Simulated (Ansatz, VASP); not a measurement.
# One calculation of Te2Pb, two programs

```
CELL_PARAMETERS angstrom
0.00000 3.70732 3.70732
3.70732 0.00000 3.70732
3.70732 3.70732 0.00000
ATOMIC_POSITIONS crystal
Pb 0.00000 0.00000 0.00000
Te 0.25000 0.25000 0.25000
Te 0.75000 0.75000 0.75000
```

Alike in both runs: task single point; functional PBEsol; k mesh 8 × 8 × 8; occupations gaussian, width 0.05 eV; no spin polarisation.

|  | VASP | Ansatz |
| --- | --- | --- |
| version | VASP 6.6.1 | Ansatz 0.2.0 |
| potentials or method | VASP PAW PBE potentials, release 64 (Pb_d, Te) | scalar-relativistic, plane waves, PAW |
| plane-wave cutoff (eV) | 520 | 420 |
| valence electrons in the cell | 26 | 46 |

```csv
,VASP,Ansatz,Ansatz less VASP
pressure (GPa),0.7,0.8,+0.02
```

The two sets of potentials don't hold the same shells in valence.

Caveats: the PAW data sets were made with another functional, which shifts forces and pressure a little (VASP). Spin-orbit coupling is left out, which matters for the levels of Pb, Te.
